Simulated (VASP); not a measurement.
## VASP 6.6.1 run: NaCl

INCAR

```
SIGMA = 0.02
LWAVE = .FALSE.
NSW = 0
GGA = PE
LREAL = .FALSE.
NELM = 95
ISIF = 2
ISMEAR = -1
IBRION = -1
LASPH = .TRUE.
EDIFF = 1E-7
ENCUT = 520
NBANDS = 14
LCHARG = .FALSE.
PREC = Accurate
```

KPOINTS

```
KPOINTS created by Atomic Simulation Environment
0
Gamma
8 8 8
0 0 0
```

POSCAR

```
Na Cl
 1.0000000000000000
     2.8026990000000001    0.0000000000000000    2.8026990000000001
     0.0000000000000000    2.8026990000000001    2.8026990000000001
     2.8026990000000001    2.8026990000000001   -0.0000000000000000
 Na  Cl
   1   1
Cartesian
 -0.0000000000000000 -0.0000000000000000 -0.0000000000000000
  2.8026990000000001  2.8026990000000001  2.8026990000000001
```

The recommended PBE PAW datasets give the neutral cell 14 valence electrons.

Command

```
mpirun -np 1 vasp_std
```

Standard output (part)

```
|     EEEEEEE  RRRRRR   RRRRRR   OOOOOOO  RRRRRR      ###     ###     ###     |
|     E        R     R  R     R  O     O  R     R     ###     ###     ###     |
|     E        R     R  R     R  O     O  R     R     ###     ###     ###     |
|     EEEEE    RRRRRR   RRRRRR   O     O  RRRRRR       #       #       #      |
|     E        R    R   R    R   O     O  R    R      ###     ###     ###     |
|     EEEEEEE  R     R  R     R  OOOOOOO  R     R     ###     ###     ###     |
|     ERROR: the triple product of the basis vectors is negative exchange     |
|     two basis vectors                                                       |
|       ---->  I REFUSE TO CONTINUE WITH THIS SICK JOB ... BYE!!! <----       |
```

VASP stopped before the first electronic step.

Why shouldn't this run be trusted?

Left-handed cell vectors. VASP stopped before the first electronic step.
